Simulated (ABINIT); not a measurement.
Crystal: WC.

```xyz
2
Lattice="0.0000 2.1927 2.1927 2.1927 0.0000 2.1927 2.1927 2.1927 0.0000" Properties=species:S:1:pos:R:3 pbc="T T T"
W    -0.0044   -0.0321   -0.0488
C     2.1767    2.2019    2.2440
```

The cell comes from a database or a generator and needn't be the stable form of this composition.

The cell isn't the ideal one: atoms moved at random, drawn with an rms of 0.05 Å.

Base run:

| Item | Value |
| --- | --- |
| Program | ABINIT 10.8.3 (patched build) |
| Functional | PBEsol |
| Potentials or basis | PseudoDojo NC SR PBEsol v0.4.1 standard |
| Cutoff | 1116 eV |
| k mesh | 10 × 10 × 10 |
| Occupations | fermi-dirac, width 0.05 eV |
| Spin | no spin polarisation |

Its results: band gap on the k mesh none (metal or under the smearing width); pressure -7.9 GPa; largest force 0.713 eV/Å.

Task: The run is repeated on the same cell with these changes: functional from PBEsol to PBE; potentials or basis from PseudoDojo NC SR PBEsol v0.4.1 standard to JTH PAW PBE v2.0; cutoff from 1116 eV to 517 eV. What comes out?

Result: Band gap on the k mesh none (metal or under the smearing width); pressure 1.0 GPa; largest force 0.743 eV/Å.

Caveats: the highest band is partly filled, so the run has too few bands.
